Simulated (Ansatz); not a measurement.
A crystal relaxed with r2SCAN+rVV10 in Ansatz 0.2.0 has space group Pnma (No. 62) and a = 11.010 Å, b = 3.804 Å, c = 4.536 Å.

```tsv
atom	site	x	y	z
Ge	4c	0.1254	0.7500	0.8860
Xx	4c	0.8516	0.7500	0.4878
```

With r2SCAN the gap is 1.04 eV and direct, at Γ. The HSE06 gap is direct at Γ: 1.35 eV. PBE gives a direct gap of 0.83 eV at Γ. Meshes: r2SCAN 2×6×6, HSE06 2×4×4, PBE 2×6×6.

Problem. Which element is Xx?
A. O
B. Se
C. Te
D. S

Solution. B. Xx is Se: an 8-atom cell of GeSe started from a crystallographic database. Ge is surrounded by 3 Se at 2.56 Å; Se is surrounded by 3 Ge at 2.56 Å.

The values are computed, spin-unpolarised, and not measurements.

The runs are scalar-relativistic, without spin-orbit coupling.

The meshes of the hybrids are coarse, so their gaps aren't converged to the digits shown.
